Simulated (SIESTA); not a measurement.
PbSe (Clausthalite):

```
Pb Se
1.0
     0.00000    3.06065    3.06065
     3.06065    0.00000    3.06065
     3.06065    3.06065    0.00000
Pb Se
1 1
Direct
  0.00000 0.00000 0.00000
  0.50000 0.50000 0.50000
```

Base run:

| Property | Result |
| --- | --- |
| Program | SIESTA 5.4.2 |
| Functional | PBE |
| Potentials or basis | PseudoDojo 0.4 standard (PBE files) |
| Basis | SZP (energy shift 0.003 Ry) |
| Grid cutoff | 500 Ry |
| Energy shift | 0.003 Ry |
| k mesh | 8 × 8 × 8 |
| Occupations | fermi-dirac, width 0.05 eV |
| Spin | no spin polarisation |

Its results: band gap on the k mesh 0.62 eV, direct; pressure 4.7 GPa.

Task: The run is repeated on the same cell with these changes: basis from SZP (energy shift 0.003 Ry) to TZDP (energy shift 0.003 Ry; two zetas on semicore shells). What comes out?

Result: Band gap on the k mesh 0.35 eV, direct; pressure 3.0 GPa.

Caveats: spin-orbit coupling is left out, which as a rule narrows the gap of such compounds by several tenths of an eV; the basis of atomic orbitals isn't converged, which shifts pressures, moduli and gaps.

A k mesh can miss the band edges.
